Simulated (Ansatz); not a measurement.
## MgF2: pressure against volume

MgF2, P4_2/mnm, a = 4.698 Å, c = 3.093 Å. Ansatz: PBE, PAW, 420 eV, Γ-centred 6×6×8 mesh on 6 atoms, Gaussian smearing 0.02 eV; no spin polarisation. Shape and atoms are relaxed at each volume; pressure is positive in compression.

| V (Å³/atom) | P (GPa) |
| --- | --- |
| 10.011 | 15.52 |
| 10.352 | 10.64 |
| 10.693 | 6.50 |
| 11.035 | ? |
| 11.376 | 0.02 |
| 11.717 | -2.49 |
| 12.059 | -4.60 |
| 12.514 | -6.85 |

Task: Take V0 = 11.376 Å³/atom, count pressures from its P0 = 0.02 GPa, fit the third-order Birch–Murnaghan form to the other rows, and predict the missing pressure.

Result: With the Eulerian strain f = ½[(V0/V)^(2/3) − 1] and y = (P − P0)/[3f(1 + 2f)^(5/2)], the form is the line y = B0 + 1.5 B0 (B0′ − 4) f. Rows (f, y): 0.04448, 93.9; 0.03245, 93.2; 0.02107, 92.5; -0.00975, 90.1; -0.01906, 89.0; -0.03079, 87.2. Means f = 0.006400, y = 90.983; Σ(Δf)² = 0.004636, ΣΔfΔy = 0.3965; the slope is their ratio. y = 90.44 + 85.53 f GPa, so B0 = 90.4 GPa and B0′ = 4 + 2 × (85.53)/(3 × 90.44) = 4.63. At V = 11.035, f = 0.01025, y = 91.32 and P = 2.97 GPa. The run gave 2.99 GPa, so the fit is 0.02 GPa too low, within the rms miss on the fitted rows (0.03 GPa).